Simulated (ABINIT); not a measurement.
# HfO2 (Fm-3m) in ABINIT: equation of state with r2SCAN

Aim: the equation of state of HfO2 with r2SCAN.

Program: ABINIT 10.8.3 (patched build). These are calculated values, not measurements. Logs are shortened: lines on timing, memory, paths and dates and some standing lists are left out, and cuts for length are marked. The log counts tension as positive stress, the text compression.

**1. The structure**

It takes space group Fm-3m (No. 225, cubic). Conventional cell: a = 5.115 Å, b = 5.115 Å, c = 5.115 Å, α = 90.00°, β = 90.00°, γ = 90.00°. Around Hf (site symmetry m-3m) lie 8 O at 2.21 Å. Around O (site symmetry -43m) lie 4 Hf at 2.21 Å.

Measurements of this composition are mostly on another form, of space group No. 14.

**2. Equation of state, r2SCAN**

File run.abi:

```
# Datasets: one volume each
ndtset 7
getwfk -1
scalecart1 3*0.9795861087
scalecart2 3*0.9864848297
scalecart3 3*0.9932883884
scalecart4 3*1.0000000000
scalecart5 3*1.0066227096
scalecart6 3*1.0131594038
scalecart7 3*1.0196128224

# Pseudopotentials
pp_dirpath "./"
pseudos "Hf.GGA_PBE-JTH.xml, O.GGA_PBE-JTH.xml"

# Structure
acell 3*1.0
rprim
     0.0000000000     4.8329745637     4.8329745637
     4.8329745637     0.0000000000     4.8329745637
     4.8329745637     4.8329745637     0.0000000000
ntypat 2
znucl 72 8
natom 3
typat 1 2 2
xred
     0.0000000000     0.0000000000     0.0000000000
     0.7500000000     0.7500000000     0.7500000000
     0.2500000000     0.2500000000     0.2500000000

# Plane-wave basis
ecut 761.918815 eV
pawecutdg 50.0

# k points
kptopt 1
ngkpt 8 8 8
nshiftk 1
shiftk 0.0 0.0 0.0

# Exchange and correlation
ixc -497498
usekden 1
pawxcdev 0

# Bands and occupations
nband 16
occopt 3
tsmear 0.00183747

# SCF cycle
nstep 100
tolvrs 1.0e-7

# Output
iomode 3
prtwf 1
prtden 0
prteig 0
prtebands 0
enunit 1
```

Potentials or basis: JTH PAW PBE v2.0.

Run with:

```sh
$ abinit run.abi > log 2>&1
```

run.abo:

```text
.Version 10.8.3 of ABINIT
 DATASET    1 : space group Fm -3 m (#225); Bravais cF (face-center cubic)
================================================================================
 Values of the parameters that define the memory need for DATASET  1.
     intxc =       0    ionmov =       0      iscf =      17    lmnmax =      18
     lnmax =       6     mgfft =      32  mpssoang =       3    mqgrid =    3001
     natom =       3  nloc_mem =       2    nspden =       1   nspinor =       1
    nsppol =       1      nsym =      48    n1xccc =       1    ntypat =       2
    occopt =       3   xclevel =       2
       mpw =        1514          nfft =       32768          nkpt =          29
 PAW method is used; the additional fine FFT grid is defined by:
   mgfftf=        45    nfftf =     91125
================================================================================
================================================================================
[... 71 lines left out ...]
 DATASET    7 : space group Fm -3 m (#225); Bravais cF (face-center cubic)
================================================================================
 Values of the parameters that define the memory need for DATASET  7.
     intxc =       0    ionmov =       0      iscf =      17    lmnmax =      18
     lnmax =       6     mgfft =      36  mpssoang =       3    mqgrid =    3001
     natom =       3  nloc_mem =       2    nspden =       1   nspinor =       1
    nsppol =       1      nsym =      48    n1xccc =       1    ntypat =       2
    occopt =       3   xclevel =       2
       mpw =        1719          nfft =       46656          nkpt =          29
 PAW method is used; the additional fine FFT grid is defined by:
   mgfftf=        48    nfftf =    110592
================================================================================
================================================================================

--------------------------------------------------------------------------------
------------- Echo of variables that govern the present computation ------------
--------------------------------------------------------------------------------
 -outvars: echo values of preprocessed input variables --------
            acell      1.0000000000E+00  1.0000000000E+00  1.0000000000E+00 Bohr
              amu      1.78490000E+02  1.59994000E+01
             ecut      2.80000000E+01 Hartree
           enunit           1
           getwfk          -1
              ixc     -497498
           jdtset        1    2    3    4    5    6    7
         kptrlatt        8    0    0      0    8    0      0    0    8
          kptrlen1     5.35626570E+01
          kptrlen2     5.39398712E+01
          kptrlen3     5.43118821E+01
          kptrlen4     5.46788654E+01
          kptrlen5     5.50409876E+01
          kptrlen6     5.53984067E+01
          kptrlen7     5.57512723E+01
            natom           3
            nband          16
           ndtset           7
            ngfft1         32      32      32
            ngfft2         36      36      36
            ngfft3         36      36      36
            ngfft4         36      36      36
            ngfft5         36      36      36
            ngfft6         36      36      36
            ngfft7         36      36      36
          ngfftdg1         45      45      45
          ngfftdg2         45      45      45
          ngfftdg3         45      45      45
          ngfftdg4         45      45      45
          ngfftdg5         45      45      45
          ngfftdg6         48      48      48
          ngfftdg7         48      48      48
             nkpt          29
            nstep         100
             nsym          48
           ntypat           2
           occopt           3
        pawecutdg      5.00000000E+01 Hartree
         pawxcdev           0
           prtden           0
        prtebands           0
           prteig           0
          prtkden           1
            rprim1     0.0000000000E+00  4.7343147463E+00  4.7343147463E+00
                       4.7343147463E+00  0.0000000000E+00  4.7343147463E+00
                       4.7343147463E+00  4.7343147463E+00  0.0000000000E+00
            rprim2     0.0000000000E+00  4.7676560894E+00  4.7676560894E+00
                       4.7676560894E+00  0.0000000000E+00  4.7676560894E+00
                       4.7676560894E+00  4.7676560894E+00  0.0000000000E+00
            rprim3     0.0000000000E+00  4.8005375156E+00  4.8005375156E+00
                       4.8005375156E+00  0.0000000000E+00  4.8005375156E+00
                       4.8005375156E+00  4.8005375156E+00  0.0000000000E+00
            rprim4     0.0000000000E+00  4.8329745637E+00  4.8329745637E+00
                       4.8329745637E+00  0.0000000000E+00  4.8329745637E+00
                       4.8329745637E+00  4.8329745637E+00  0.0000000000E+00
            rprim5     0.0000000000E+00  4.8649819507E+00  4.8649819507E+00
                       4.8649819507E+00  0.0000000000E+00  4.8649819507E+00
                       4.8649819507E+00  4.8649819507E+00  0.0000000000E+00
            rprim6     0.0000000000E+00  4.8965736275E+00  4.8965736275E+00
                       4.8965736275E+00  0.0000000000E+00  4.8965736275E+00
                       4.8965736275E+00  4.8965736275E+00  0.0000000000E+00
            rprim7     0.0000000000E+00  4.9277628355E+00  4.9277628355E+00
                       4.9277628355E+00  0.0000000000E+00  4.9277628355E+00
                       4.9277628355E+00  4.9277628355E+00  0.0000000000E+00
          spgroup         225
           tolvrs      1.00000000E-07
           tsmear      1.83747000E-03 Hartree
            typat      1  2  2
          usekden           1
           useylm           1
           xangst1     0.0000000000E+00  0.0000000000E+00  0.0000000000E+00
                       3.7579372069E+00  3.7579372069E+00  3.7579372069E+00
                       1.2526457356E+00  1.2526457356E+00  1.2526457356E+00
           xangst2     0.0000000000E+00  0.0000000000E+00  0.0000000000E+00
                       3.7844024253E+00  3.7844024253E+00  3.7844024253E+00
                       1.2614674751E+00  1.2614674751E+00  1.2614674751E+00
           xangst3     0.0000000000E+00  0.0000000000E+00  0.0000000000E+00
                       3.8105025774E+00  3.8105025774E+00  3.8105025774E+00
                       1.2701675258E+00  1.2701675258E+00  1.2701675258E+00
           xangst4     0.0000000000E+00  0.0000000000E+00  0.0000000000E+00
                       3.8362499974E+00  3.8362499974E+00  3.8362499974E+00
                       1.2787499991E+00  1.2787499991E+00  1.2787499991E+00
           xangst5     0.0000000000E+00  0.0000000000E+00  0.0000000000E+00
                       3.8616563671E+00  3.8616563671E+00  3.8616563671E+00
                       1.2872187890E+00  1.2872187890E+00  1.2872187890E+00
           xangst6     0.0000000000E+00  0.0000000000E+00  0.0000000000E+00
                       3.8867327602E+00  3.8867327602E+00  3.8867327602E+00
[... 10 lines left out ...]
            xcart3     0.0000000000E+00  0.0000000000E+00  0.0000000000E+00
                       7.2008062733E+00  7.2008062733E+00  7.2008062733E+00
                       2.4002687578E+00  2.4002687578E+00  2.4002687578E+00
            xcart4     0.0000000000E+00  0.0000000000E+00  0.0000000000E+00
                       7.2494618456E+00  7.2494618456E+00  7.2494618456E+00
                       2.4164872818E+00  2.4164872818E+00  2.4164872819E+00
            xcart5     0.0000000000E+00  0.0000000000E+00  0.0000000000E+00
                       7.2974729261E+00  7.2974729261E+00  7.2974729261E+00
                       2.4324909754E+00  2.4324909754E+00  2.4324909754E+00
            xcart6     0.0000000000E+00  0.0000000000E+00  0.0000000000E+00
                       7.3448604413E+00  7.3448604413E+00  7.3448604413E+00
                       2.4482868138E+00  2.4482868138E+00  2.4482868138E+00
            xcart7     0.0000000000E+00  0.0000000000E+00  0.0000000000E+00
                       7.3916442532E+00  7.3916442532E+00  7.3916442532E+00
                       2.4638814177E+00  2.4638814177E+00  2.4638814177E+00
             xred      0.0000000000E+00  0.0000000000E+00  0.0000000000E+00
                       7.5000000000E-01  7.5000000000E-01  7.5000000000E-01
                       2.5000000000E-01  2.5000000000E-01  2.5000000000E-01
            znucl       72.00000    8.00000

================================================================================

 chkinp: Checking input parameters for consistency, jdtset=   1.

 chkinp: Checking input parameters for consistency, jdtset=   2.
[... 36 lines left out ...]
 getcut: wavevector=  0.0000  0.0000  0.0000  ngfft=  45  45  45
         ecut(hartree)=     50.000   => boxcut(ratio)=   2.06457

--- Pseudopotential description ------------------------------------------------
- pspini: atom type   1  psp file is ./Hf.GGA_PBE-JTH.xml
 Pseudopotential format is: paw10
 basis_size (lnmax)=  6 (lmn_size= 18), orbitals=   0   0   1   1   2   2
 Spheres core radius: rc_sph= 2.41119446
 Shapefunction is SIN type: shapef(r)=[sin(pi*r/rshp)/(pi*r/rshp)]**2
 Radius for shape functions =  2.41119446
 Compensation charge density is not taken into account in XC energy/potential

- pspini: atom type   2  psp file is ./O.GGA_PBE-JTH.xml
 Pseudopotential format is: paw10
 basis_size (lnmax)=  4 (lmn_size=  8), orbitals=   0   0   1   1
 Spheres core radius: rc_sph= 1.41465230
 Shapefunction is SIN type: shapef(r)=[sin(pi*r/rshp)/(pi*r/rshp)]**2
 Radius for shape functions =  1.20231231
 Compensation charge density is not taken into account in XC energy/potential

   2.44829958E+03                                ecore*ucvol(ha*bohr**3)
--------------------------------------------------------------------------------

================================================================================

--- !BeginCycle
iteration_state: {dtset: 1, }
solver: {iscf: 17, nstep: 100, nline: 4, wfoptalg: 10, }
tolerances: {tolvrs: 1.00E-07, }
...
[... 1317 lines left out ...]
-Cartesian components of stress tensor (GPa)         [Pressure= -2.3724E+01 GPa]
- sigma(1 1)=  2.37240391E+01  sigma(3 2)=  0.00000000E+00
- sigma(2 2)=  2.37240391E+01  sigma(3 1)=  0.00000000E+00
- sigma(3 3)=  2.37240391E+01  sigma(2 1)=  0.00000000E+00

== END DATASET(S) ==============================================================
================================================================================

 -outvars: echo values of variables after computation  --------
            acell      1.0000000000E+00  1.0000000000E+00  1.0000000000E+00 Bohr
           etotal1    -4.1332783877E+01
           etotal2    -4.1333026755E+01
           etotal3    -4.1332414020E+01
           etotal4    -4.1331012301E+01
           etotal5    -4.1328914814E+01
           etotal6    -4.1326227600E+01
           etotal7    -4.1322953025E+01
            fcart1    -0.0000000000E+00 -0.0000000000E+00 -0.0000000000E+00
                      -1.0790976830E-45 -2.8437539195E-29  1.0790976830E-45
                       1.0790976830E-45  2.8437539195E-29 -1.0790976830E-45
            fcart2     4.7064447964E-30 -4.7064447964E-30 -4.7064447964E-30
                      -3.7651558371E-29 -4.7064447964E-30  8.0009561538E-29
                       3.2945113575E-29  9.4128895928E-30 -7.5303116742E-29
            fcart3     9.3484157223E-30  9.3484157223E-30  2.8045247167E-29
                       2.3371039306E-29 -4.6742078611E-30  7.0113117917E-29
                      -3.2719455028E-29 -4.6742078611E-30 -9.8158365084E-29
            fcart4    -3.7142691148E-29 -3.7142691148E-29  7.4285382295E-29
[... 52 lines left out ...]
           xangst3     0.0000000000E+00  0.0000000000E+00  0.0000000000E+00
                       3.8105025774E+00  3.8105025774E+00  3.8105025774E+00
                       1.2701675258E+00  1.2701675258E+00  1.2701675258E+00
           xangst4     0.0000000000E+00  0.0000000000E+00  0.0000000000E+00
                       3.8362499974E+00  3.8362499974E+00  3.8362499974E+00
                       1.2787499991E+00  1.2787499991E+00  1.2787499991E+00
           xangst5     0.0000000000E+00  0.0000000000E+00  0.0000000000E+00
                       3.8616563671E+00  3.8616563671E+00  3.8616563671E+00
                       1.2872187890E+00  1.2872187890E+00  1.2872187890E+00
           xangst6     0.0000000000E+00  0.0000000000E+00  0.0000000000E+00
                       3.8867327602E+00  3.8867327602E+00  3.8867327602E+00
                       1.2955775867E+00  1.2955775867E+00  1.2955775867E+00
           xangst7     0.0000000000E+00  0.0000000000E+00  0.0000000000E+00
                       3.9114896873E+00  3.9114896873E+00  3.9114896873E+00
                       1.3038298958E+00  1.3038298958E+00  1.3038298958E+00
             xred      0.0000000000E+00  0.0000000000E+00  0.0000000000E+00
                       7.5000000000E-01  7.5000000000E-01  7.5000000000E-01
                       2.5000000000E-01  2.5000000000E-01  2.5000000000E-01
 Calculation completed.
```

Run time: 7.7 min. Hardware: 1 thread of Arm Neoverse V2, shared host; peak memory 0.21 GiB.

Results:

- Equilibrium volume: 10.65 Å³/atom
- Bulk modulus: 277 GPa
- Pressure derivative of the bulk modulus: 4.4

Energy against volume, from the lowest point:
```
volume (Å³/atom)  energy (meV/atom)
          10.483               2.20
          10.706               0.00
          10.929               5.56
          11.152              18.27
          11.375              37.30
          11.598              61.67
          11.821              91.37
```

Caveat: pressures at fixed basis lie under the slope of the energies; the PAW data sets were made with another functional, which shifts forces and pressure a little. The run has no spin-orbit coupling, so splittings on Hf are missing.
